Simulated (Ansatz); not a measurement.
Structure: SnS2 built on the CdI2 prototype, at its r2SCAN+rVV10 minimum. Space group P-3m1 (No. 164), trigonal; conventional cell a = 3.661 Å, c = 5.962 Å, 23.06 Å³ an atom. Sn has 6 S at 2.57 Å; S has 3 Sn at 2.57 Å.

5 runs of Ansatz on this cell differ in the functional (and in the settings that go with it). Levels are in eV from each run's valence top; v1 is the last filled band, c1 the first empty one.

Run A, mean stress -0.3 GPa (compression positive):
```tsv
point	v4	v3	v2	v1	c1	c2
Γ	-0.64	-0.29	-0.29	-0.02	3.57	5.33
M	-2.87	-2.71	-0.96	-0.24	3.27	6.25
K	-3.85	-3.44	-1.38	-1.38	3.80	8.98
A	-0.73	-0.73	-0.16	-0.16	4.74	5.40
```

Run B, mean stress -0.1 GPa (compression positive):
```tsv
point	v4	v3	v2	v1	c1	c2
Γ	-0.64	-0.30	-0.30	-0.02	2.90	4.62
M	-2.83	-2.69	-0.94	-0.24	2.56	5.54
K	-3.81	-3.41	-1.36	-1.36	3.09	8.23
A	-0.72	-0.72	-0.17	-0.17	4.03	4.70
```

Run C, mean stress -1.4 GPa (compression positive):
```tsv
point	v4	v3	v2	v1	c1	c2
Γ	-0.65	-0.30	-0.30	-0.02	3.85	5.64
M	-2.91	-2.76	-0.97	-0.25	3.45	6.56
K	-3.90	-3.49	-1.40	-1.40	3.99	9.35
A	-0.74	-0.74	-0.17	-0.17	5.01	5.73
```

Run D, mean stress +0.9 GPa (compression positive):
```tsv
point	v4	v3	v2	v1	c1	c2
Γ	-0.66	-0.36	-0.36	0.00	2.40	4.16
M	-2.66	-2.60	-0.91	-0.30	2.00	5.02
K	-3.60	-3.26	-1.30	-1.30	2.46	7.56
A	-0.74	-0.74	-0.24	-0.24	3.45	4.24
```

Run E, mean stress -1.7 GPa (compression positive):
```tsv
point	v4	v3	v2	v1	c1	c2
Γ	-0.66	-0.34	-0.34	-0.01	1.68	3.44
M	-2.66	-2.56	-0.97	-0.28	1.54	4.29
K	-3.58	-3.23	-1.32	-1.32	1.96	6.83
A	-0.73	-0.73	-0.22	-0.22	2.84	3.50
```

Q: Match the runs to LDA, r2SCAN, HSE06, PBE0, r2SCAN0.

A: A is PBE0, B is HSE06, C is r2SCAN0, D is r2SCAN, E is LDA. In order of the gap: LDA 1.24, r2SCAN 1.75, HSE06 2.32, PBE0 3.01, r2SCAN0 3.21 eV.

Calculated for a static, non-magnetic cell.

Spin-orbit coupling is left out, which matters wherever the heavy atoms make up the band edges.

The stress of a hybrid is loosely converged in these runs.

The meshes of the hybrids are coarse, so their gaps aren't converged to the digits shown.
